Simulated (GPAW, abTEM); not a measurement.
# graphene monolayer: independent atoms against a DFT potential

Question: image and diffraction simulations usually add up neutral spherical atoms. How large is the error for a graphene monolayer, in scanning-probe images and phase-contrast images?

The sheet lies in the middle of a cell with vacuum above and below. All numbers are calculated.

### 1. Relax the structure

The density hangs on the geometry, so the atoms and the in-plane cell are relaxed first, with the symmetry held. The cutoff is set higher than for the density because stress converges slowly with plane waves.

Settings: GPAW 26.7.0, PBE, 750 eV, 11×11×1 k-points, Fermi–Dirac width 0.05 eV, BFGS to 0.02 eV/Å.

```text
cell
1.0
     2.460000000    0.000000000    0.000000000
    -1.230000000    2.130422493    0.000000000
     0.000000000   -0.000000000   10.000000000
C
2
Direct
0.000000000 0.000000000 0.500000000
0.666666667 0.333333333 0.500000000
```

```console
$ OMP_NUM_THREADS=1 mpirun -n 4 gpaw python run.py > gpaw.log
```

```text
BFGS:    0      -18.454501        0.186588
BFGS:    1      -18.455404        0.094376
BFGS:    2      -18.455827        0.000596
cell  2.4666 2.4666 10.0000  90.00 90.00 120.00
volume 52.692 A^3, largest force 0.000 eV/A, largest stress 0.00 GPa
```

After 2 steps the area has changed by +0.5 % and the energy by -0.001 eV; the largest stress left is 0.00 GPa (averaged over the vacuum too). It took 9.3 s on 4 cores of Arm Neoverse N1 (shared host), peak memory 0.69 GiB.

Shortest distances after relaxation: C–C 1.424 Å.

### 2. The all-electron density

Fast electrons feel the potential of the nuclei and of all the electrons, so the PAW density is rebuilt with its core regions. Subtracting spherical free atoms from the same code cancels the cores and leaves the deformation density Δρ, the part due to bonding.

Settings: PBE, 600 eV, 12×12×1 k-points, Fermi–Dirac width 0.05 eV; primitive cell of 2 atoms.

```console
$ OMP_NUM_THREADS=1 mpirun -n 4 gpaw python run.py > gpaw.log
```

```text
|iter:   1|       0s |  -19.422380 | +0.66 |       |
|iter:   2|       1s |  -19.318074 | -0.89 | -0.76 |
|iter:   3|       1s |  -18.427717 | -0.71 | -0.78 |
...
|iter:   7|       2s |  -18.437386c| -5.70 | -3.50 |
|iter:   8|       2s |  -18.437386c| -6.73 | -4.34c|
|iter:   9|       2s |  -18.437386c| -7.64c| -4.98c|
```

```text
grid (28, 28, 120)  electrons 12.000  moved by bonding 0.560 e
deformation density beyond 0.5 A of the nuclei: max 0.614, min -0.168 e/A^3
atom        x       y       z   Voronoi charge  moment
C 1    0.0000  0.0000  0.5000      0.000       0.00
C 2    0.6667  0.3333  0.5000     -0.000       0.00
mean inner potential of superposed free atoms 4.711 V
total magnetic moment 0.000 muB
```

Deformation density in a plane through the shortest contact of the C atom at the origin, in 0.01 e/Å³ (clipped at ±99); x from -1.6 to 3.0 Å, y from 2.4 down to -2.4 Å:

```text
-12 -12 -10  -4   .   .   .  54  54   .   .   .  -4 -10 -12 -12
 -9  -9  -5  24  54  33  -1   7   6  -2  33  54  24  -4  -9  -9
 17  19   3   .  45  19  -5 -11 -11  -5  19  45   .   3  19  17
 54  57   .   .   .  -4 -10 -12 -12 -10  -4   .   .   .  56  54
  9  11   0   .  52  24  -4 -10 -10  -4  24  52   .  -1  11   9
-10 -11  -5  19  48   .   0  14  14   1   .  48  19  -5 -10 -10
-12 -12 -10  -5   .   .   .  56  55   .   .   .  -5 -10 -12 -12
-10 -11  -5  19  48   .   0  14  14   1   .  48  19  -5 -10 -10
  9  11   0   .  52  24  -4 -10 -10  -4  24  52   .  -1  11   9
 54  57   .   .   .  -4 -10 -12 -12 -10  -4   .   .   .  56  54
 17  19   3   .  45  19  -5 -11 -11  -5  19  45   .   3  19  17
 -9  -9  -5  24  54  33  -1   7   6  -2  33  54  24  -4  -9  -9
-12 -12 -10  -4   .   .   .  54  54   .   .   .  -4 -10 -12 -12
```

Atoms in or within 0.15 Å of the plane: C (2.1, -1.2), C (0.0, 0.0), C (2.1, 1.2), C (-0.7, -1.2), C (1.4, 0.0), C (-0.7, 1.2) Å. Dots mark points within about 0.45 Å of a nucleus; large values next to them are atomic features.

Along the shortest contact from the C atom at the map's origin, C–C at 1.42 Å, Δρ is +0.61 e/Å³ at the midpoint: a bond charge, the mark of covalency. Point values carry grid noise of about 0.01 e/Å³. The printed inner potential is divided by a volume that includes the vacuum. The run needed 9 iterations, 6 s.

### 3. The functional ladder

The same geometry is run with other functionals, to see whether the bonding signal is larger than the spread between approximations. Free atoms are LDA for LDA and PBE otherwise; meta-GGAs and hybrids keep PBE cores. Any other changed setting is in the row's label.

| run | moved (e) | time |
| --- | --- | --- |
| PBE | 0.560 | 6 s |
| LDA | 0.562 | 5.7 s |
| r2SCAN | 0.561 | 9.6 s |

The charge moved by bonding spans 0.560 to 0.562 e. Times are from shared hosts.

### 4. Scanning probe: integrated centre of mass and ABF

The integrated centre-of-mass signal follows the projected potential of a thin sample, so it responds to any shift of charge; annular bright field is given beside it. The probe is focused on the sheet.

Settings: abTEM 1.0.9, 60 kV, 5×3×1 cells, grid 90×93, 10 slices, atoms at rest, semi-angle 35 mrad, ABF 18–35 mrad, Gaussian source blur σ = 0.25 Å; iCOM in arbitrary units. Columns, named by their atoms per repeat: C (0.00, 0.00), void (0.00, 1.42) Å; 'void' is a point in the widest open channel.

| column | iCOM − void, atoms | bonded | change (%) | ABF, atoms (%) | bonded (%) |
| --- | --- | --- | --- | --- | --- |
| C | 0.0091 | 0.0083 | -7.8 | 70.39 | 70.40 |

Against the void the column changes by -7.8 %. At these points the largest ABF change is 0.008 % of the beam. Time: 7.8 s.

### 5. Phase-contrast images through focus

Defocus sets how strongly, and with which sign, the lens passes each spatial frequency; bonding changes the potential mostly at the lowest ones. Defocus counts from the exit plane, 4.5 Å below the sheet's middle.

Settings: abTEM 1.0.9, 60 kV, 4×2×1 cells, grid 124×108, 10 slices, atoms at rest, Cs 2 μm, focal spread 20 Å, aperture 35 mrad; positive defocus is underfocus. Intensity relative to vacuum, independent atoms / with bonding. Columns, named by their atoms per repeat: C (0.00, 0.00), void (0.00, 1.42) Å; 'void' is a point in the widest open channel.

```
defocus (Å)              C           void
       -200  1.045 / 1.041  0.911 / 0.919
       -130  0.930 / 0.936  1.140 / 1.128
         20  0.975 / 0.977  1.050 / 1.046
        130  1.053 / 1.048  0.894 / 0.902
        200  0.991 / 0.992  1.016 / 1.015
```

The largest change at any listed point, and its share of that image's contrast range (maximum minus minimum): 0.008 (6 %) at -200 Å, 0.012 (6 %) at -130 Å, 0.004 (5 %) at 20 Å, 0.008 (5 %) at 130 Å, 0.001 (4 %) at 200 Å.

### 6. Answer

Putting the DFT potential in place of independent atoms changes iCOM column contrast by -7.8 % and phase contrast by up to 6 % of its range. The shortest bond, C–C, has Δρ = +0.61 e/Å³ at its midpoint, a covalent bond charge. Limits: the bonding term is static and added to Lobato atoms; no inelastic scattering.

[Outputs are excerpts: Python notices, other lines and further rows are left out; steps that failed or that the build refused (PBEsol, TPSS) are not shown.]

[Logs are printed without paths, hosts, clocks, repeated set-up lines and the standing remarks that a program may print on its own settings, such as how far it seeks lower states.]
